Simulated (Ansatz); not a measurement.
Write the native input for Ansatz 0.2.0 that does the following.

```
Task                : single point
Functional          : PBE
Potentials or basis : all-electron LAPW, scalar-relativistic
Cutoff              : 447 eV (chosen from the basis error)
Basis error allowed : 0.001 eV/atom
k mesh              : 9 × 9 × 5
Occupations         : fermi-dirac, width 0.05 eV
Spin                : no spin polarisation
```

Crystal: CuO.

```xyz
4
Lattice="2.8795 0.0000 0.0000 0.0391 2.8793 0.0000 0.0175 0.0172 5.1763" Properties=species:S:1:pos:R:3 pbc="T T T"
Cu    0.0195    1.4396    0.0000
Cu    1.4485    0.0086    2.5882
O     2.8881    0.0177    3.8817
O     0.0479    2.8788    1.2947
```

The cell comes from a database or a generator and needn't be the stable form of this composition.

These files were run (other wordings do the same):

input.yaml

```yaml
crystal:
  lattice:
    - [2.8795009639, 0.0, 0.0]
    - [0.039072758, 2.8792794796, 0.0]
    - [0.0174953863, 0.0172449008, 5.1763391994]
  atoms:
    - { symbol: Cu, position: [0.0, 0.5, 0.0] }
    - { symbol: Cu, position: [0.5, 0.0, 0.5] }
    - { symbol: O, position: [0.99842397, 0.00167178, 0.7498871] }
    - { symbol: O, position: [0.00157603, 0.99832822, 0.2501129] }
kpoints:
  mp_grid: { grid: [9, 9, 5] }
scf:
  occupations: { method: fermi_dirac, width: 0.05 }
hamiltonian:
  xc: pbe
  pseudopotentials: { kind: all_electron, lapw: { basis_error: 0.001 } }
output:
  forces: true
  stress: true
  eigenvalues: true
  populations: true
```

Potentials or basis: all-electron LAPW, scalar-relativistic.

Command:

```bash
$ ansatz run input.yaml --threads 2 --pin off --max-ram 6144MiB --backend cpu --events-out ev --progress --plain --runs-dir out
```

Results of the run:

The pressure is 5.8 GPa and the largest force is 0.011 eV/Å. The band gap on the k mesh is none (metal or under the smearing width). The loewdin charges are Cu +1.01; O -0.90 e.

Caveat: the atomic charges don't sum to the cell's charge; the run has no spin polarisation, though such a crystal can be magnetic; semilocal functionals often make such compounds metallic where correlation or magnetic order opens a gap, which also shifts bond lengths.

It took 79 s on 2 threads of Arm Neoverse V2, with other jobs on the host, peak memory 1.3 GiB.
